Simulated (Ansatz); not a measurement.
# CsPbCl3 (model cell, started as cubic perovskite with Pb in the octahedra): the cell at rest

Aim: bring CsPbCl3 (model cell, started as cubic perovskite with Pb in the octahedra) to small forces and stress, as phonons need.

Method: DFT LDA, scalar-relativistic, plane waves, PAW; PAW set soft_1, in Ansatz 0.2.0.

## Step 1: The starting structure

The structure is cubic, space group Pm-3m (No. 221). Conventional cell: a = 5.600 Å, b = 5.600 Å, c = 5.600 Å, α = 90.00°, β = 90.00°, γ = 90.00°. Cs has 12 Cl at 3.96 Å nearest. Nearest to Pb lie 6 Cl at 2.80 Å. Nearest to Cl lie 2 Pb at 2.80 Å and 4 Cs at 3.96 Å. Farther neighbours and most contacts between anions are not listed.

## Step 2: A coarse first look

A quick single point on a coarse mesh tells whether the cell has a gap and how far it is from rest, which sets the k mesh and smearing that follow.

input.yaml reads:

```yaml
crystal:
  lattice:
    - [5.6, 0.0, 0.0]
    - [0.0, 5.6, 0.0]
    - [0.0, 0.0, 5.6]
  atoms:
    - { symbol: Cs, position: [0.0, 0.0, 0.0] }
    - { symbol: Pb, position: [0.5, 0.5, 0.5] }
    - { symbol: Cl, position: [0.5, 0.5, 0.0] }
    - { symbol: Cl, position: [0.5, 0.0, 0.5] }
    - { symbol: Cl, position: [0.0, 0.5, 0.5] }
kpoints:
  mp_grid: { grid: [4, 4, 4] }
hamiltonian:
  xc: lda
  pseudopotentials: { kind: paw, azcp: { folder: soft_1 }, xc_functional: pbe }
scf:
  occupations: { method: gaussian, width: 0.1 }
output:
  forces: true
  stress: true
  eigenvalues: true
```

The run is started by

```
ansatz run input.yaml --threads 4 --pin off --max-ram 16384MiB --backend cpu --events-out ev --progress --plain --runs-dir out
```

Numbers of over 12 decimals in the logs are rounded to 6 here.

Output:

```text
Engine: ansatz 0.2.0, x86_64-unknown-linux-gnu
Pseudopotentials: kind: paw
Pseudopotential: Cs, paw, valence charge 9, recommended cutoff 420 eV (normal), soft_1/Cs.paw.azcp
Pseudopotential: Pb, paw, valence charge 14, recommended cutoff 420 eV (normal), soft_1/Pb.paw.azcp
Pseudopotential: Cl, paw, valence charge 7, recommended cutoff 420 eV (normal), soft_1/Cl.paw.azcp
Functional definition: SPW92
[...]
k-point 0: bands = [... 18 lower, 1.2494, 1.3631, 1.3631, 1.3631, 6.8294, 7.8832, 7.8832, 8.8447, ... 1 higher]
  k-point 1: bands = [... 18 lower, 1.1962, 1.3044, 1.3044, 1.4402, 7.3739, 8.2498, 8.3083, 8.5094, ... 1 higher]
  k-point 2: bands = [... 18 lower, 1.1450, 1.2439, 1.2439, 2.1731, 6.7149, 8.2498, 8.8428, 9.0255, ... 1 higher]
  k-point 9: bands = [... 18 lower, 1.6974, 1.6974, 1.6974, 3.8434, 5.5740, 5.5740, 5.5740, 8.6256, ... 1 higher]
[key lines of the parts left out:]
SCF converged after 7 iterations
Free energy (F): -20248.621938 eV
Fermi energy:    4.705553 eV
P = ⅓ Tr σ = -1.0474 GPa (-10.474 kbar)
```

Elapsed: 5.6 s, on 4 threads of Intel Xeon Platinum 8259CL at 2.50GHz (Skylake/Cascade Lake), shared host; peak memory 0.51 GiB; 9.1 s of CPU time.

Numbers from this step:

| Quantity | Value |
| --- | --- |
| pressure | -1.047 GPa |
| gap on the k-mesh | 1.731 eV |
| volume per atom | 35.12 Å³ |
| direct gap on mesh | 1.731 eV |

The coarse mesh shows a gap of 1.73 eV and a pressure of -1.0 GPa.

## Step 3: Relaxation

Harmonic phonons are second derivatives at a point where the forces vanish, and they are wanted at zero stress, so atoms and cell are relaxed first.

input.yaml, the sections that differ from step 2:

```yaml
kpoints:
  mp_grid: { grid: [6, 6, 6] }
scf:
  occupations: { method: gaussian, width: 0.02 }
output:
  forces: true
  stress: true
  eigenvalues: true
  write_density: true
  write_potential: true
  elf: true
  volumetric_format: npy
relax:
  adjacent_minimum: "off"
  f_tol: 0.005
  max_steps: 80
  cell: { stress_tol: 0.05 }
# crystal, hamiltonian: as in step 2
```

Output:

```text
[...]
Crystal: 5 atoms, lattice volume = 175.616 Å³
Basis set: ecut = 420 eV, 3407 PW (Γ)
Bands: 27, of which v1, the nominal top of the filled ones, is band 22 counted from 1 (21 counted from 0)
Symmetry: 48 space group operations
[...]
k-points: 20 of 216
[...]
SCF iter   1: F=—  HF=-20249.800521 eV  |F-HF|=—  |Δ(HF+E_count)|=         —  Δρ=2.40e-2  dr2=2.27e0  ethr=3.10e-3  ⟨swp⟩=7.3  Hψ=2783  notcnv=0
[...]
SCF iter   7: F=-20248.646562 eV  HF=-20248.646562 eV  |F-HF|=1.53e-9  |Δ(HF+E_count)|=   7.72e-7  Δρ=7.70e-6  dr2=7.34e-8  ethr=2.27e-10  ⟨swp⟩=19.1  Hψ=5415  notcnv=0
SCF 1 converged in 7 iterations: F = -20248.646562 eV  dr2 = 7.34e-8
[...]
relax step   1: F+E_penalty+E_count = -20248.64656196 eV  Δ(F+E_penalty+E_count) = +0.000e0 eV  max|allowed force component| = 1.613e-27 eV/Å  Δτ_max = 0.0000 Å  P = -1.140 GPa  Ω = 175.616 Å³  (7 SCF iters, dr2 threshold 1.00e-7 eV, accepted)
Crystal: 5 atoms, lattice volume = 170.567 Å³
Basis set: ecut = 420 eV, 3287 PW (Γ)
[...]
iter 1 solved again at ethr=4.26e-6 eV; its pass at ethr=3.10e-3 eV (dr2=1.87e-3 eV) is discarded
[...]
SCF iter   5: F=-20248.671239 eV  HF=-20248.671239 eV  |F-HF|=5.37e-8  |Δ(HF+E_count)|=   3.15e-7  Δρ=6.12e-6  dr2=6.63e-8  ethr=1.14e-9  ⟨swp⟩=13.9  Hψ=4970  notcnv=0
SCF 2 converged in 5 iterations: F = -20248.671239 eV  dr2 = 6.63e-8
  Residual-converged pass: ⟨swp⟩=1.0  Hψ=620  notcnv=0  max |occ|·‖R‖ = 7.0e-9 eV (tolerance 1.0e-8 eV)  dr2=6.63e-8  dr2_onsite=3.66e-8  max |Δocc| = 0.0e0
relax step   2: F+E_penalty+E_count = -20248.67123893 eV  Δ(F+E_penalty+E_count) = -2.468e-2 eV  max|allowed force component| = 6.092e-29 eV/Å  Δτ_max = 0.0000 Å  P = -0.386 GPa  Ω = 170.567 Å³  energy of the carried Pulay correction = +2.969e-4 eV  (5 SCF iters, dr2 threshold 5.00e-7 eV, accepted)
Crystal: 5 atoms, lattice volume = 168.095 Å³
[...]
SCF iter   5: F=-20248.674152 eV  HF=-20248.674152 eV  |F-HF|=1.39e-8  |Δ(HF+E_count)|=   8.65e-8  Δρ=3.16e-6  dr2=1.72e-8  ethr=8.46e-10  ⟨swp⟩=12.7  Hψ=4680  notcnv=0
SCF 3 converged in 5 iterations: F = -20248.674152 eV  dr2 = 1.72e-8
relax step   3: F+E_penalty+E_count = -20248.67415176 eV  Δ(F+E_penalty+E_count) = -2.913e-3 eV  max|allowed force component| = 2.397e-29 eV/Å  Δτ_max = 0.0000 Å  P = +0.034 GPa  Ω = 168.095 Å³  energy of the carried Pulay correction = +4.465e-4 eV  (5 SCF iters, dr2 threshold 3.72e-7 eV, accepted)
[...]
SCF iter   5: F=-20248.673715 eV  HF=-20248.673715 eV  |F-HF|=3.64e-12  |Δ(HF+E_count)|=  7.28e-12  Δρ=5.53e-8  dr2=1.23e-11  ethr=1.00e-12  ⟨swp⟩=7.5  Hψ=2827  notcnv=0
SCF 4 converged in 5 iterations: F = -20248.673715 eV  dr2 = 1.23e-11
relax step   4: F+E_penalty+E_count = -20248.67371531 eV  Δ(F+E_penalty+E_count) = +4.364e-4 eV  max|allowed force component| = 2.063e-29 eV/Å  Δτ_max = 0.0000 Å  P = +0.033 GPa  Ω = 168.095 Å³  stress off target by 3.28e-2 GPa  SCF on the basis re-selected at this cell (its energy is not comparable with the rows above)  (5 SCF iters)
basis re-selected at this cell: Δ(F+E_penalty+E_count) = +4.364e-4 eV, ΔP = -0.001 GPa vs the last step (what re-selecting the basis moved, of the pressure what is left beyond the Pulay correction that the steps carried, after the strain that the cell walked since its last selection, with what the two solves' SCF thresholds leave and, on support functions, any second-order correction that the steps lacked; it is no m [...]
SCF converged after 5 iterations
Free energy (F): -20248.673715 eV
[...]
Internal energy: -20248.673715 eV  (E = F + TS)
E sigma→0 (E₀):  -20248.673715 eV
Fermi energy:    5.294793 eV
[...]
--- Stress (GPa, compression-positive) ---
        0.032760      -0.000000       0.000000
       -0.000000       0.032760       0.000000
        0.000000       0.000000       0.032760
  P = ⅓ Tr σ = 0.0328 GPa (0.328 kbar)
--- Band table (eV; the first three rows and the last of 20) ---
  k-point 0: bands = [... 18 lower, 1.5659, 1.7038, 1.7038, 1.7038, 7.2777, 8.2300, 8.2300, 9.2177, ... 1 higher]
  k-point 1: bands = [... 18 lower, 1.5375, 1.6709, 1.6709, 1.7136, 7.5670, 8.4356, 8.4467, 9.3178, ... 1 higher]
  k-point 2: bands = [... 18 lower, 1.4856, 1.6011, 1.6011, 2.1199, 8.0134, 8.5088, 8.9495, 9.0380, ... 1 higher]
  k-point 19: bands = [... 18 lower, 2.0517, 2.0517, 2.0517, 4.5282, 6.0617, 6.0617, 6.0617, 9.0716, ... 1 higher]
--- Relaxed structure (3 steps of the walk, 3 accepted, 1 SCFs on fresh bases) ---
  F+E_penalty+E_count = -20248.67371531 eV   max|allowed force component| = 2.063e-29 eV/Å   (the final SCF, on the basis selected at the relaxed cell)
  cell:  # Å, volume = 168.0947 Å³
    - [5.518884, 0, 0]
    - [0, 5.518884, 0.0]
    - [0, 0.0, 5.518884]
  atoms:
    - { symbol: Cs, position: [0, 0, 0] }
    - { symbol: Pb, position: [0.5, 0.5, 0.5] }
    - { symbol: Cl, position: [0.5, 0.5, 0] }
    - { symbol: Cl, position: [0.5, 0, 0.5] }
    - { symbol: Cl, position: [0, 0.5, 0.5] }
```

Elapsed: 8.8 s, on 4 threads; peak memory 0.57 GiB; 30 s of CPU time.

Step by step:

| step | energy less that of the first step (eV) | largest force component (eV/Å) | pressure (GPa) | volume (Å³) |
| --- | --- | --- | --- | --- |
| 1 | 0.0000 | 0.0000 | -1.14 | 175.62 |
| 2 | -0.0247 | 0.0000 | -0.39 | 170.57 |
| 3 | -0.0276 | 0.0000 | 0.03 | 168.09 |
| 4* | -0.0272 | 0.0000 | 0.03 | 168.09 |

Relaxation steps marked * repeat the geometry before them on a plane-wave basis chosen anew for their cell, so energy and pressure can jump there.

The run keeps the 48 symmetry operations that it works with, so distortions that break them were not tested.

| conventional cell, symmetrised | before | after | change |
| --- | --- | --- | --- |
| a (Å) | 5.600 | 5.519 | -1.4 % |
| b (Å) | 5.600 | 5.519 | -1.4 % |
| c (Å) | 5.600 | 5.519 | -1.4 % |
| volume (Å³/atom) | 35.12 | 33.62 | -4.3 % |

The relaxed structure:

```cif
data_structure
_symmetry_space_group_name_H-M 'P 1'
_symmetry_Int_Tables_number 1
_cell_length_a 5.5189
_cell_length_b 5.5189
_cell_length_c 5.5189
_cell_angle_alpha 90.000
_cell_angle_beta 90.000
_cell_angle_gamma 90.000
_cell_volume 168.09
loop_
_atom_site_label
_atom_site_type_symbol
_atom_site_fract_x
_atom_site_fract_y
_atom_site_fract_z
_atom_site_occupancy
Cs1 Cs 0.00000 0.00000 0.00000 1
Pb2 Pb 0.50000 0.50000 0.50000 1
Cl3 Cl 0.50000 0.50000 0.00000 1
Cl4 Cl 0.50000 0.00000 0.50000 1
Cl5 Cl 0.00000 0.50000 0.50000 1
```

Numbers from this step:

| Quantity | Value |
| --- | --- |
| pressure | 0.03276 GPa |
| gap on the k-mesh | 1.533 eV |
| volume per atom | 33.62 Å³ |
| direct gap on mesh | 1.533 eV |

ELF in the ac plane at fractional y = 0.500, with atoms of Pb and Cl within 0.2 Å of it. It is the smooth field of the valence electrons, not physical close to the nuclei.

Values, 15 rows by 15 columns, each cell a mean:
```
0.00 0.01 0.08 0.40 0.74 0.86 0.79 0.49 0.63 0.85 0.83 0.61 0.22 0.02 0.01
0.03 0.02 0.03 0.19 0.55 0.78 0.84 0.81 0.83 0.83 0.70 0.38 0.08 0.02 0.02
0.26 0.15 0.05 0.05 0.21 0.45 0.60 0.66 0.65 0.55 0.34 0.12 0.03 0.08 0.22
0.65 0.53 0.24 0.06 0.07 0.15 0.23 0.27 0.26 0.20 0.11 0.05 0.12 0.38 0.61
0.84 0.79 0.56 0.19 0.12 0.24 0.34 0.37 0.36 0.30 0.18 0.11 0.34 0.70 0.83
0.84 0.85 0.75 0.34 0.20 0.39 0.43 0.33 0.37 0.44 0.30 0.20 0.55 0.83 0.85
0.49 0.76 0.80 0.43 0.25 0.43 0.23 0.04 0.09 0.37 0.36 0.26 0.65 0.83 0.63
0.27 0.69 0.81 0.45 0.26 0.42 0.17 0.02 0.04 0.33 0.37 0.27 0.66 0.81 0.49
0.74 0.83 0.78 0.39 0.23 0.42 0.35 0.17 0.23 0.43 0.34 0.23 0.60 0.84 0.79
0.87 0.84 0.67 0.26 0.16 0.32 0.42 0.42 0.43 0.39 0.24 0.15 0.45 0.78 0.86
0.77 0.68 0.39 0.11 0.08 0.16 0.23 0.26 0.25 0.20 0.12 0.07 0.21 0.55 0.74
0.45 0.31 0.11 0.04 0.11 0.26 0.39 0.45 0.43 0.34 0.19 0.06 0.05 0.19 0.40
0.10 0.05 0.03 0.11 0.39 0.67 0.78 0.81 0.80 0.75 0.56 0.24 0.05 0.03 0.08
0.01 0.01 0.05 0.31 0.68 0.84 0.83 0.69 0.76 0.85 0.79 0.53 0.15 0.02 0.01
0.00 0.01 0.10 0.45 0.77 0.87 0.74 0.27 0.49 0.84 0.84 0.65 0.26 0.03 0.00
```
Columns run along a (5.5 Å), rows up along c (5.5 Å). Atoms in or near the plane, at fractional coordinates: Pb at (0.50, 0.50), Cl at (0.50, 0.00), Cl at (0.00, 0.50).

Valence density in the ac plane at fractional y = 0.500, with atoms of Pb and Cl within 0.2 Å of it. It is the smooth field of the valence electrons, not physical close to the nuclei.

Values in e/Å³, 15 rows by 15 columns, each cell a mean:
```
0.0 0.0 0.0 0.1 0.2 0.8 1.6 1.3 1.5 1.3 0.5 0.1 0.0 0.0 0.0
0.0 0.0 0.0 0.0 0.1 0.5 1.0 1.4 1.3 0.7 0.3 0.1 0.0 0.0 0.0
0.0 0.0 0.0 0.0 0.1 0.2 0.4 0.6 0.5 0.3 0.1 0.1 0.0 0.0 0.0
0.1 0.1 0.1 0.0 0.1 0.1 0.2 0.3 0.3 0.2 0.1 0.1 0.1 0.1 0.1
0.6 0.4 0.2 0.1 0.1 0.2 0.5 0.8 0.7 0.4 0.2 0.1 0.1 0.3 0.5
1.4 1.1 0.5 0.2 0.2 0.6 1.8 2.9 2.5 1.2 0.4 0.2 0.3 0.7 1.3
1.3 1.6 0.9 0.3 0.4 1.3 3.8 6.2 5.3 2.5 0.7 0.3 0.5 1.3 1.5
0.8 1.6 1.0 0.4 0.4 1.5 4.5 7.4 6.2 2.9 0.8 0.3 0.6 1.4 1.3
1.6 1.4 0.7 0.3 0.3 0.9 2.7 4.5 3.8 1.8 0.5 0.2 0.4 1.0 1.6
0.9 0.7 0.3 0.1 0.1 0.4 0.9 1.5 1.3 0.6 0.2 0.1 0.2 0.5 0.8
0.3 0.2 0.1 0.1 0.1 0.1 0.3 0.4 0.4 0.2 0.1 0.1 0.1 0.1 0.2
0.1 0.1 0.0 0.0 0.1 0.1 0.3 0.4 0.3 0.2 0.1 0.0 0.0 0.0 0.1
0.0 0.0 0.0 0.0 0.1 0.3 0.7 1.0 0.9 0.5 0.2 0.1 0.0 0.0 0.0
0.0 0.0 0.0 0.1 0.2 0.7 1.4 1.6 1.6 1.1 0.4 0.1 0.0 0.0 0.0
0.0 0.0 0.0 0.1 0.3 0.9 1.6 0.8 1.3 1.4 0.6 0.1 0.0 0.0 0.0
```
Columns run along a (5.5 Å), rows up along c (5.5 Å). Atoms in or near the plane, at fractional coordinates: Pb at (0.50, 0.50), Cl at (0.50, 0.00), Cl at (0.00, 0.50).

Electrostatic potential energy in the ac plane at fractional y = 0.500, with atoms of Pb and Cl within 0.2 Å of it. With pseudopotentials it is smooth inside the atoms' cores, unlike the true potential.

Ten even steps from '_' (-38 eV) to '@' (9 eV), each cell a mean:
```
@@@@@@@@@@**..____--%%@@@@@@@@
@@@@@@@@@@%%++::--##@@@@@@@@@@
@@@@@@@@@@@@%%##%%@@@@@@@@@@@@
@@@@@@@@@@@@%%%%%%@@@@@@@@@@@@
%%%%@@@@@@%%**++++##%%@@@@@@%%
::++%%@@%%++..____--##@@@@##--
__..**%%##--__..____++%%%%--__
____++%%##::__....__++%%##::__
__::##@@%%==______..**%%%%++..
**##@@@@%%##==::--++%%@@@@%%**
@@@@@@@@@@%%%%####%%@@@@@@@@@@
@@@@@@@@@@@@@@%%%%@@@@@@@@@@@@
@@@@@@@@@@@@##++**%%@@@@@@@@@@
@@@@@@@@@@##::__..++%%@@@@@@@@
@@@@@@@@@@**______::%%@@@@@@@@
```
Columns run along a (5.5 Å; values clipped at the 3rd and 97th percentile), rows up along c (5.5 Å). Atoms in or near the plane, at fractional coordinates: Pb at (0.50, 0.50), Cl at (0.50, 0.00), Cl at (0.00, 0.50).

In this step the volume went from 35.12 to 33.62 Å³/atom.

## Step 4: Relaxing to small forces for the phonons, k-mesh 6×6×6

Phonons need a cell at rest on their own settings, so the relaxation is repeated with tight tolerances on forces and stress, using the mesh and the filling of the phonon run that follows.

input.yaml, the sections that differ from step 3:

```yaml
crystal:
  lattice:
    - [5.5188844115, 0.0, 0.0]
    - [0.0, 5.5188844115, 0.0]
    - [0.0, 0.0, 5.5188844115]
  atoms:
    - { symbol: Cs, position: [0.0, 0.0, 0.0] }
    - { symbol: Pb, position: [0.5, 0.5, 0.5] }
    - { symbol: Cl, position: [0.5, 0.5, 0.0] }
    - { symbol: Cl, position: [0.5, 0.0, 0.5] }
    - { symbol: Cl, position: [0.0, 0.5, 0.5] }
scf:
  occupations: { method: fixed }
output:
  forces: true
  stress: true
  eigenvalues: true
relax:
  adjacent_minimum: "off"
  f_tol: 0.001
  max_steps: 60
  cell: { stress_tol: 0.01 }
# kpoints, hamiltonian: as in step 3
```

Output:

```text
[...]
Crystal: 5 atoms, lattice volume = 168.095 Å³
Basis set: ecut = 420 eV, 3287 PW (Γ)
Bands: 27, of which v1, the nominal top of the filled ones, is band 22 counted from 1 (21 counted from 0)
Symmetry: 48 space group operations
[...]
k-points: 20 of 216
[...]
--- Relaxed structure (2 steps of the walk, 2 accepted, 1 SCFs on fresh bases) ---
[...]
cell:  # Å, volume = 168.2330 Å³
    - [5.520398, 0, 0]
    - [0, 5.520398, 0]
    - [0, 0, 5.520398]
  atoms:
    - { symbol: Cs, position: [0, 0, 0] }
    - { symbol: Pb, position: [0.5, 0.5, 0.5] }
    - { symbol: Cl, position: [0.5, 0.5, 0] }
    - { symbol: Cl, position: [0.5, 0, 0.5] }
    - { symbol: Cl, position: [0, 0.5, 0.5] }
[key lines of the parts left out:]
SCF converged after 6 iterations
Free energy (F): -20248.673732 eV
Fermi energy:    4.514906 eV
P = ⅓ Tr σ = 0.0084 GPa (0.084 kbar)
```

It took 6.3 s on 4 threads; peak memory 0.52 GiB.

Little changed from the start: no atom moved by 0.005 Å and no cell edge by 0.1 %.

Numbers from this step:

| Property | Result |
| --- | --- |
| pressure | 0.008374 GPa |
| gap on the k-mesh | 1.537 eV |
| volume per atom | 33.65 Å³ |
| direct gap on mesh | 1.537 eV |

The forces vanish by symmetry and the pressure is 0.008 GPa, within the tolerances set. The cell now holds 33.65 Å³/atom.

## Step 5: Relaxing to small forces for the phonons, k-mesh 10×10×10

The k mesh is raised to 10×10×10 since a zone-centre run on the first mesh warned that it was too coarse for the force constants, and the cell is relaxed again on it.

Changes to input.yaml since step 4:

```diff
@@ -2,5 +2,5 @@
   lattice:
-    - [5.5188844115, 0.0, 0.0]
-    - [0.0, 5.5188844115, 0.0]
-    - [0.0, 0.0, 5.5188844115]
+    - [5.5203976441, 0.0, 0.0]
+    - [0.0, 5.5203976441, 0.0]
+    - [0.0, 0.0, 5.5203976441]
   atoms:
@@ -12,3 +12,3 @@
 kpoints:
-  mp_grid: { grid: [6, 6, 6] }
+  mp_grid: { grid: [10, 10, 10] }
 hamiltonian:
```

Output:

```text
[...]
Crystal: 5 atoms, lattice volume = 168.233 Å³
Basis set: ecut = 420 eV, 3287 PW (Γ)
Bands: 27, of which v1, the nominal top of the filled ones, is band 22 counted from 1 (21 counted from 0)
Symmetry: 48 space group operations
[...]
k-points: 56 of 1000
[...]
--- Relaxed structure (1 steps of the walk, 1 accepted, 1 SCFs on fresh bases) ---
[...]
cell:  # Å, volume = 168.2330 Å³
    - [5.5203976441, 0.0, 0.0]
    - [0.0, 5.5203976441, 0.0]
    - [0.0, 0.0, 5.5203976441]
  atoms:
    - { symbol: Cs, position: [0.0, 0.0, 0.0] }
    - { symbol: Pb, position: [0.5, 0.5, 0.5] }
    - { symbol: Cl, position: [0.5, 0.5, 0.0] }
    - { symbol: Cl, position: [0.5, 0.0, 0.5] }
    - { symbol: Cl, position: [0.0, 0.5, 0.5] }
[key lines of the parts left out:]
SCF converged after 6 iterations
Free energy (F): -20248.676597 eV
Fermi energy:    4.514440 eV
P = ⅓ Tr σ = -0.0093 GPa (-0.093 kbar)
```

It took 7.9 s on 4 threads; peak memory 0.64 GiB; 30 s of CPU time.

Little changed from the start: no atom moved by 0.005 Å and no cell edge by 0.1 %.

Numbers from this step:

* pressure: -0.009282 GPa
* gap on the k-mesh: 1.539 eV
* direct gap on mesh: 1.539 eV

The forces vanish by symmetry and the pressure is -0.009 GPa, within the tolerances set. The cell now holds 33.65 Å³/atom.

## Step 6: What came out

* space group after relaxation (within 0.01 Å): Pm-3m
* lattice constant a: 5.520 Å
* lattice constant b: 5.520 Å
* lattice constant c: 5.520 Å
* volume per atom: 33.6 Å³
* gap on the k-mesh: 1.54 eV

**Reading.** The forces vanish by symmetry and the pressure is -0.009 GPa, within the tolerances set. The cell now holds 33.65 Å³/atom. The relaxation keeps the symmetry of its start, so it says nothing on stability against lower symmetry. Spin-orbit coupling is left out, which can matter for the heavy elements here. The PAW files were made for PBE and serve the other functionals too. The starting cell was built on a prototype and not taken from a measurement, so the phase need not exist.

[Logs are printed without paths, hosts, clocks, repeated set-up lines and the standing remarks that a program may print on its own settings, such as how far it seeks lower states.]

[Hosts, paths, dates, database ids (printed as entryN), source tags and the programs' standing remarks are cut or masked in the printed files.]
